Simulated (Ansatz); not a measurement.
# TePb (rocksalt type): the cost of one run

Method: DFT, PBE, PAW with Ansatz's default frozen-core files, scalar-relativistic, in Ansatz 0.2.0.

### 1 Starting point

The structure is cubic, space group Fm-3m (No. 225). The conventional cell has a = 6.171 Å, b = 6.171 Å, c = 6.171 Å, α = 90.00°, β = 90.00°, γ = 90.00°. Around Pb (site symmetry m-3m) lie 6 Te at 3.09 Å. Te (site symmetry m-3m) has 6 Pb at 3.09 Å as nearest neighbours.

Coordinates:

```xyz
2
Lattice="0.0000 3.0854 3.0854 3.0854 0.0000 3.0854 3.0854 3.0854 0.0000" Properties=species:S:1:pos:R:3 pbc="T T T"
Pb    0.0000    0.0000    0.0000
Te    3.0854    3.0854    3.0854
```

Atoms are numbered in the order of the input: Pb1, Te2.

### 2 Cell relaxed at zero pressure, PAW

Input file input.yaml:

```yaml
crystal:
  lattice:
    - [0.0, 3.085379018, 3.085379018]
    - [3.085379018, 0.0, 3.085379018]
    - [3.085379018, 3.085379018, 0.0]
  atoms:
    - { symbol: Pb, position: [0.0, 0.0, 0.0] }
    - { symbol: Te, position: [0.5, 0.5, 0.5] }
kpoints:
  mp_grid: { grid: [11, 11, 11] }
scf:
  occupations: { method: fermi_dirac, width: 0.05 }
hamiltonian:
  xc: pbe
  pseudopotentials: { kind: paw }
output:
  forces: true
  stress: true
relax:
  f_tol: 0.005
  max_steps: 40
  cell: {}
```

Run with:

```
$ ansatz run input.yaml --threads 1 --pin off --max-ram 3584MiB --backend cpu --events-out ev --progress --plain --runs-dir out
```

**Question.** How long does this run take on 1 thread of Arm Neoverse V2, shared host, and how much memory does it need?

About 14 s, with a peak of 0.38 GiB.
